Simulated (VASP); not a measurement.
# B (P6/mmm) in VASP: single point with PBEsol

Aim: the single point of B with PBEsol.

All numbers are computed with VASP 6.6.1; they aren't measurements. Logs are shortened: lines on timing, memory, paths and dates and some standing lists are left out, and cuts for length are marked.

### Step 1. The structure

The structure is hexagonal, space group P6/mmm (No. 191). Conventional cell: a = 1.702 Å, b = 1.702 Å, c = 3.635 Å, α = 90.00°, β = 90.00°, γ = 120.00°. B (site symmetry 6/mmm) has 6 B at 1.70 Å as nearest neighbours.

This isn't the form of B at room conditions, which is rhombohedral.

### Step 2. Single point, PBEsol

INCAR reads:

```
SYSTEM = B
ALGO = Normal
EDIFF = 1E-7
ENCUT = 520
GGA = PS
ISIF = 2
ISMEAR = -1
LASPH = .True.
LCHARG = .True.
LELF = .True.
LREAL = .False.
LVHAR = .True.
LWAVE = .False.
NBANDS = 8
NELM = 100
PREC = Accurate
SIGMA = 0.15
```

KPOINTS reads:

```
k-points
0
Gamma
  14 14 6
  0 0 0
```

POSCAR reads:

```
B
1.0
    1.7024340000      0.0000000000      0.0000000000
   -0.8512170000      1.4743510000      0.0000000000
    0.0000000000      0.0000000000      3.6354230000
B
1
Direct
    0.0000000000      0.0000000000      0.0000000000
```

Potentials or basis: VASP PAW PBE potentials, release 64 (B).

Started as:

```sh
cat potpaw_PBE.64/B/POTCAR > POTCAR
mpirun -np 1 vasp_std > vasp.out
```

OUTCAR:

```text
SYSTEM = B
   EDIFF = 1E-7
   ENCUT = 520
   GGA = PS
   ISIF = 2
   ISMEAR = -1
   LASPH = .True.
   LREAL = .False.
   NELM = 100
   PREC = Accurate

 ion  position               nearest neighbor table
   1  0.000  0.000  0.000-

  LATTYP: Found a hexagonal cell.
 ALAT       =     1.7024340000
 C/A-ratio  =     2.1354266891

  Lattice vectors:

 A1 = (   1.7024340000,   0.0000000000,   0.0000000000)
 A2 = (  -0.8512170000,   1.4743510000,   0.0000000000)
 A3 = (   0.0000000000,   0.0000000000,   3.6354230000)

Analysis of symmetry for initial positions (statically):
=====================================================================
 Subroutine PRICEL returns:
 Original cell was already a primitive cell.

 Routine SETGRP: Setting up the symmetry group for a
 hexagonal supercell.

 Subroutine GETGRP returns: Found 24 space group operations
 (whereof 24 operations were pure point group operations)
 out of a pool of 24 trial point group operations.

The static configuration has the point symmetry D_6h.

Analysis of symmetry for dynamics (positions and initial velocities):
=====================================================================
 Subroutine PRICEL returns:
 Original cell was already a primitive cell.

 Routine SETGRP: Setting up the symmetry group for a
 hexagonal supercell.

 Subroutine GETGRP returns: Found 24 space group operations
 (whereof 24 operations were pure point group operations)
 out of a pool of 24 trial point group operations.

The dynamic configuration has the point symmetry D_6h.

 Subroutine INISYM returns: Found 24 space group operations
 (whereof 24 operations are pure point group operations),
 and found     1 'primitive' translations

----------------------------------------------------------------------------------------

                                     Primitive cell

  volume of cell :       9.1249

  direct lattice vectors                    reciprocal lattice vectors
     1.702434000  0.000000000  0.000000000     0.587394284  0.339132269  0.000000000
    -0.851217000  1.474351000  0.000000000     0.000000000  0.678264538  0.000000000
     0.000000000  0.000000000  3.635423000     0.000000000  0.000000000  0.275071154

  length of vectors
     1.702434000  1.702433920  3.635423000     0.678264506  0.678264538  0.275071154

  position of ions in fractional coordinates (direct lattice)
     0.000000000  0.000000000  0.000000000

  ion indices of the primitive-cell ions
   primitive index   ion index
                 1           1

----------------------------------------------------------------------------------------

 KPOINTS: k-points

Automatic generation of k-mesh.
 Grid dimensions read from file:
 generate k-points for:   14   14    6

 Generating k-lattice:

  Cartesian coordinates                     Fractional coordinates (reciprocal lattice)
     0.041956735  0.024223734  0.000000000     0.071428571  0.000000000  0.000000000
     0.000000000  0.048447467  0.000000000     0.000000000  0.071428571  0.000000000
     0.000000000  0.000000000  0.045845192     0.000000000  0.000000000  0.166666667

  Length of vectors
     0.048447465  0.048447467  0.045845192

  Shift w.r.t. Gamma in fractional coordinates (k-lattice)
     0.000000000  0.000000000  0.000000000

 Subroutine IBZKPT returns following result:
 ===========================================

 Found     96 irreducible k-points:

 Following reciprocal coordinates:
            Coordinates               Weight
  0.000000  0.000000  0.000000      1.000000
  0.071429  0.000000  0.000000      6.000000
  0.142857  0.000000  0.000000      6.000000
  0.214286  0.000000  0.000000      6.000000
  0.285714  0.000000  0.000000      6.000000
  0.357143  0.000000  0.000000      6.000000
[... 16 lines left out ...]
  0.285714  0.285714  0.000000      6.000000
  0.357143  0.285714  0.000000      6.000000
 [... further k-points ...]
   k-points           NKPTS =     96   k-points in BZ     NKDIM =     96   number of bands    NBANDS=      8
   number of dos      NEDOS =    301   number of ions     NIONS =      1
   total plane-waves  NPLWV =   5488
   dimension x,y,z NGX =    14 NGY =   14 NGZ =   28
   dimension x,y,z NGXF=    28 NGYF=   28 NGZF=   56
   ions per type =               1
   NGX,Y,Z   is equivalent  to a cutoff of  13.67, 13.67, 12.80 a.u.
   NGXF,Y,Z  is equivalent  to a cutoff of  27.34, 27.34, 25.61 a.u.
 SYSTEM =  B
   PREC   = accura    normal or accurate (medium, high low for compatibility)
   ISTART =      0    job   : 0-new  1-cont  2-samecut
   ICHARG =      2    charge: 1-file 2-atom 10-const
   ISPIN  =      1    spin polarized calculation?
   LNONCOLLINEAR =      F non collinear calculations
   LSORBIT =      F    spin-orbit coupling
   LASPH  =      T    aspherical Exc in radial PAW
   ENCUT  =  520.0 eV  38.22 Ry    6.18 a.u.   3.17  3.17  6.76*2*pi/ulx,y,z
   NELM   =    100;   NELMIN=  2; NELMDL= -5     # of ELM steps
   EDIFF  = 0.1E-06   stopping-criterion for ELM
[... 8 lines left out ...]
   TEBEG  =    0.0;   TEEND  =   0.0 temperature during run
   PSTRESS=    0.0 pullay stress
   NELECT =       3.0000    total number of electrons
   NUPDOWN=      -1.0000    fix difference up-down
   EMIN   =  10.00;   EMAX   =-10.00  energy-range for DOS
   EFERMI =   0.00;   METHOD = LEGACY
   ISMEAR =    -1;   SIGMA  =   0.15  broadening in eV -4-tet -1-fermi 0-gaus
   EFERMI_NEDOS =   21; number of points for ismear=-14 and -15
   IALGO  =     38    algorithm
   IMIX   =      4    mixing-type and parameters
     AMIX     =   0.40;   BMIX     =  1.00
     AMIX_MAG =   1.60;   BMIX_MAG =  1.00
  volume/ion in A,a.u.               =       9.12        61.58
  Fermi-wavevector in a.u.,A,eV,Ry     =   1.129900  2.135201 17.370194  1.276673
  Thomas-Fermi vector in A             =   2.266595
   LORBIT       =      0    0 simple, 1 ext, 2 COOP (PROOUT), +10 PAW based schemes
   GGA     = PS    functional components
   LHFCALC =     F    Hartree Fock is set to
   AEXX    =    0.0000 exact exchange contribution
   IVDW    =     0    specifies the selected vdW correction
   LEPSILON=     F    determine dielectric tensor
   LRPA    =     F    only Hartree local field effects (RPA)
 non-spin polarized calculation
  energy-cutoff  :      520.00
  volume of cell :        9.12
 maximum number of plane-waves:       256
 NGX is ok and might be reduce to    14
   NGX =  7   NGY =  7   NGZ = 13

 number of electron       3.0000000 magnetization

 Free energy of the ion-electron system (eV)
  ---------------------------------------------------
  ext. energy  EPLUGINS =         0.00000000
  ---------------------------------------------------
  free energy    TOTEN  =        -6.30119226 eV

  energy without entropy =       -6.27831692  energy(sigma->0) =       -6.28975459

 E-fermi :   5.3800     XC(G=0): -10.2477

 val. band max:        5.3753107416   @ k =   0.2857   0.2857   0.0000
 cond. band min:       5.3914925421   @ k =   0.2857   0.2857   0.1667
 fundamental gap:      0.0161818005
 Fermi energy:         5.3799857936

 k-point     1 :       0.0000    0.0000    0.0000
  band No.  band energies     occupation
      1     -11.9985      2.00000
      2      -1.5426      2.00000
      3       7.4241      0.00000
      4      30.1304      0.00000
      5      30.1304      0.00000
      6      31.2199      0.00000
      7      37.1142      0.00000
      8      51.4207      0.00000

 k-point     2 :       0.0714    0.0000    0.0000
  band No.  band energies     occupation
      1     -11.7628      2.00000
      2      -1.2067      2.00000
      3       7.7150      0.00000
      4      28.8678      0.00000
      5      29.3931      0.00000
      6      31.4715      0.00000
      7      37.8149      0.00000
      8      47.3970      0.00000

 k-point     3 :       0.1429    0.0000    0.0000
  band No.  band energies     occupation
      1     -11.0591      2.00000
      2      -0.2019      2.00000
      3       8.5769      0.00000
      4      25.6790      0.00000
      5      27.6522      0.00000
      6      32.1507      0.00000
      7      38.8652      0.00000
      8      44.5773      0.00000

 k-point     4 :       0.2143    0.0000    0.0000
  band No.  band energies     occupation
      1      -9.9015      2.00000
      2       1.4597      2.00000
      3       9.9439      0.00000
      4      21.4891      0.00000
      5      25.6559      0.00000
      6      32.8135      0.00000
      7      38.9953      0.00000
      8      43.1534      0.00000

 k-point     5 :       0.2857    0.0000    0.0000
  band No.  band energies     occupation
      1      -8.3283      2.00000
      2       3.7491      1.99996
      3      11.3841      0.00000
      4      17.5729      0.00000
      5      23.8608      0.00000
      6      31.4004      0.00000
      7      38.9982      0.00000
      8      39.7550      0.00000

 k-point     6 :       0.3571    0.0000    0.0000
  band No.  band energies     occupation
      1      -6.4455      2.00000
      2       6.5866      0.00064
      3      10.4949      0.00000
      4      16.9783      0.00000
      5      22.4853      0.00000
      6      26.8520      0.00000
      7      34.5481      0.00000
      8      39.3382      0.00000

 k-point     7 :       0.4286    0.0000    0.0000
  band No.  band energies     occupation
      1      -4.5798      2.00000
      2       7.7448      0.00000
      3       9.6789      0.00000
      4      19.8108      0.00000
      5      21.6305      0.00000
      6      22.1589      0.00000
      7      28.9587      0.00000
      8      39.7557      0.00000

 k-point     8 :       0.5000    0.0000    0.0000
  band No.  band energies     occupation
      1      -3.6602      2.00000
      2       6.4133      0.00204
      3      11.5225      0.00000
      4      19.7361      0.00000
      5      21.3413      0.00000
      6      23.0921      0.00000
      7      24.8623      0.00000
      8      39.9382      0.00000

 k-point     9 :       0.0714    0.0714    0.0000
  band No.  band energies     occupation
      1     -11.2928      2.00000
      2      -0.5363      2.00000
      3       8.2926      0.00000
      4      27.1942      0.00000
      5      27.5326      0.00000
      6      31.9407      0.00000
      7      38.8998      0.00000
      8      44.8917      0.00000

 k-point    10 :       0.1429    0.0714    0.0000
  band No.  band energies     occupation
      1     -10.3600      2.00000
      2       0.7973      2.00000
      3       9.4227      0.00000
      4      23.5631      0.00000
      5      25.4378      0.00000
      6      32.6744      0.00000
      7      40.0642      0.00000
      8      43.9653      0.00000
[... 78 lines left out ...]
 k-point    18 :       0.3571    0.1429    0.0000
  band No.  band energies     occupation
      1      -3.6909      2.00000
      2       7.4995      0.00000
      3      10.5514      0.00000
      4      16.8400      0.00000
      5      22.0548      0.00000
      6      23.0846      0.00000
      7      30.4425      0.00000
      8      37.4450      0.00000

 k-point    19 :       0.4286    0.1429    0.0000
  band No.  band energies     occupation
      1      -2.6454      2.00000
      2       5.9712      0.03811
      3      12.3190      0.00000
      4      17.1895      0.00000
      5      20.7933      0.00000
      6      24.1377      0.00000
      7      27.0722      0.00000
      8      37.1108      0.00000

 k-point    20 :       0.2143    0.2143    0.0000
  band No.  band energies     occupation
      1      -5.8252      2.00000
      2       7.2334      0.00001
      3      12.1701      0.00000
      4      13.9248      0.00000
      5      20.7446      0.00000
      6      29.2448      0.00000
      7      36.6386      0.00000
      8      39.3349      0.00000

 k-point    21 :       0.2857    0.2143    0.0000
  band No.  band energies     occupation
      1      -3.7078      2.00000
      2       8.3961      0.00000
      3      10.1388      0.00000
      4      14.8282      0.00000
      5      21.8371      0.00000
      6      25.8845      0.00000
      7      33.4733      0.00000
      8      34.1457      0.00000

 k-point    22 :       0.3571    0.2143    0.0000
  band No.  band energies     occupation
      1      -1.7538      2.00000
      2       5.5267      0.54662
      3      12.7300      0.00000
      4      15.1088      0.00000
      5      22.6872      0.00000
      6      24.4785      0.00000
      7      29.4581      0.00000
      8      32.1862      0.00000

 k-point    23 :       0.2857    0.2857    0.0000
  band No.  band energies     occupation
      1      -1.3806      2.00000
      2       5.3753      1.01558
      3      12.7781      0.00000
      4      14.3022      0.00000
      5      24.4377      0.00000
      6      24.6515      0.00000
      7      29.2479      0.00000
      8      32.4315      0.00000

 k-point    24 :       0.3571    0.2857    0.0000
  band No.  band energies     occupation
      1       0.3848      2.00000
      2       3.3142      2.00000
      3      14.1205      0.00000
      4      14.1271      0.00000
      5      23.9646      0.00000
      6      27.2661      0.00000
      7      27.6205      0.00000
      8      29.2737      0.00000

 [... further k-points ...]
[... 5 lines left out ...]
  --------------------------------------------------------------------------------------
  -------------------------------------------------------------------------------------
  Total        0.1330380      0.1330380      0.0359206      0.0000000     -0.0000000      0.0000000
  in kB       23.3593240     23.3593211      6.3070730      0.0000000     -0.0000000      0.0000000
  external PRESSURE =      17.6752394 kB  Pullay stress =       0.0000000 kB

 VOLUME and BASIS-vectors are now :
 -----------------------------------------------------------------------------
  energy-cutoff  :      520.00
  volume of cell :        9.12
      direct lattice vectors                 reciprocal lattice vectors
     1.702434000  0.000000000  0.000000000     0.587394284  0.339132269  0.000000000
    -0.851217000  1.474351000  0.000000000     0.000000000  0.678264538  0.000000000
     0.000000000  0.000000000  3.635423000     0.000000000  0.000000000  0.275071154

 POSITION                                       TOTAL-FORCE (eV/Angst)
 -----------------------------------------------------------------------------------
      0.00000      0.00000      0.00000         0.000000      0.000000      0.000000
 -----------------------------------------------------------------------------------
    total drift:                               -0.000000     -0.000000     -0.000000

  FREE ENERGIE OF THE ION-ELECTRON SYSTEM (eV)
  ---------------------------------------------------
  free  energy   TOTEN  =        -6.3011922639 eV

  energy  without entropy=       -6.2783169233  energy(sigma->0) =       -6.28975459
```

Wall time 9.2 s (1 thread of AMD EPYC 7R43 (Zen 3), shared host); peak memory 0.08 GiB.

Results:

```
Free energy            : -6.3012 eV
Pressure               : 1.8 GPa
Band gap on the k mesh : none (metal or under the smearing width)
```

Stress tensor (GPa, compression positive):
```
2.34 0.00 0.00
0.00 2.34 0.00
0.00 0.00 0.63
```

Caveat: the PAW data sets were made with another functional, which shifts forces and pressure a little.
